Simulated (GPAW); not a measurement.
Write an ASE script for GPAW 26.7.0 that does the following.

| Item | Value |
| --- | --- |
| Task | band structure |
| Functional | PBEsol |
| Potentials or basis | PAW data sets generated in the run's folder for this functional |
| Cutoff | 800 eV |
| Basis | pw |
| k mesh | 8 × 8 × 7 |
| Occupations | fermi-dirac, width 0.05 eV |
| Spin | no spin polarisation |
| Maxiter | 150 |
| Band path | GMKGALHA,LM,KH |
| Band points | 60 |

The system is CuO.

```
Cu O
1.0
     2.83633    0.00000    0.00000
    -1.41816    2.45633    0.00000
     0.00000    0.00000    2.76811
Cu O
1 1
Direct
  0.00000 0.00000 0.00000
  0.66667 0.33333 0.50000
```

Measurements of this composition are mostly on another form, of space group No. 15.

The input as run:

run.py

```python
from ase import Atoms
from ase.dft.bandgap import bandgap
from ase.io import write
from ase.units import GPa
from gpaw import GPAW, PW, setup_paths

setup_paths.insert(0, '.')

atoms = Atoms(['Cu', 'O'],
              cell=[[2.8363251093, 0.0, 0.0],
                    [-1.4181625547, 2.4563295981, 0.0],
                    [0.0, 0.0, 2.76811278]],
              scaled_positions=[[0.0, 0.0, 0.0],
                                [0.6666666667, 0.3333333333, 0.5]],
              pbc=True)

calc = GPAW(mode=PW(800),
            xc='PBEsol',
            kpts={'size': (8, 8, 7), 'gamma': True},
            occupations={'name': 'fermi-dirac', 'width': 0.05},
            nbands=19,
            convergence={'density': 1e-05, 'energy': 1e-05},
            maxiter=150,
            txt='gpaw.txt')
atoms.calc = calc
energy = atoms.get_potential_energy()
forces = atoms.get_forces()
stress = atoms.get_stress()
calc.write('gs.gpw')
write('result.traj', atoms)
print(f'Energy: {energy:.6f} eV')
print('Forces (eV/A):')
print(forces.round(4))
print('Stress (GPa):', (stress / GPa).round(3))
print('Fermi level:', round(calc.get_fermi_level(), 4), 'eV')
print(f'Gap: {bandgap(calc)[0]:.4f} eV, direct: {bandgap(calc, direct=True)[0]:.4f} eV')

path = atoms.cell.bandpath('GMKGALHA,LM,KH', npoints=60, eps=1e-4)
bs_calc = calc.fixed_density(kpts=path, symmetry='off', nbands=27,
                             convergence={'bands': 'CBM+6.0', 'eigenstates': 1e-6}, txt='bands.txt')
bs = bs_calc.band_structure()
bs.write('bs.json')
print(f'Gap on the path: {bandgap(bs_calc)[0]:.4f} eV')
```

Potentials or basis: PAW data sets generated in the run's folder for this functional, pw.

Run with:

```bash
$ gpaw-setup -f PBEsol Cu O
$ OMP_NUM_THREADS=1 python run.py
```

It gave:

- Pressure: -7.7 GPa
- Band gap along the path: none (metal or under the smearing width)

Caveat: with this Cu data set, volumes or pressures lay over 1.5 % or 2 GPa off other programs in two to four cells of ten; an odd number of electrons without spin polarisation forces a metal; a magnetic or distorted state may lie lower; the run has no spin polarisation, though such a crystal can be magnetic; semilocal functionals often make such compounds metallic where correlation or magnetic order opens a gap, which also shifts bond lengths.

Wall time 51 s on 1 thread of Intel(R) Xeon(R) Platinum 8259CL CPU @ 2.50GHz (Skylake/Cascade Lake), on a shared host, peak memory 0.21 GiB.
